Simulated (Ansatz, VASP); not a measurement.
# Two plane-wave programs on AgCl

```
Ag Cl
1.0
     0.00000    2.68996    2.68996
     2.68996    0.00000    2.68996
     2.68996    2.68996    0.00000
Ag Cl
1 1
Direct
  0.50000 0.50000 0.50000
  0.00000 0.00000 0.00000
```

Change from the starting cell: strain -0.030 along x and y, -0.030 along z, atoms carried along.

Alike in both runs: task single point; functional PBE; k mesh 8 × 8 × 8; occupations gaussian, width 0.05 eV; no spin polarisation.

```csv
,VASP,Ansatz
version,VASP 6.6.1,Ansatz 0.2.0
potentials or method,"VASP PAW PBE potentials, release 64 (Ag, Cl)","scalar-relativistic, plane waves, PAW"
plane-wave cutoff (eV),520,420
valence electrons in the cell,18,26
```

Ansatz gave:

| Item | Value |
| --- | --- |
| gap on the k mesh at the Fermi level (eV) | 0.91 |
| least direct gap on the mesh (eV) | 3.51 |
| pressure (GPa) | 7.4 |

Question: Which values does VASP return?

Answer: gap on the k mesh at the Fermi level (eV): 0.91; least direct gap on the mesh (eV): 3.51; pressure (GPa): 7.2.

With one functional, cell and mesh, what is left measures potentials, basis and numerics. The two sets of potentials don't hold the same shells in valence.

A k mesh can miss the band edges.
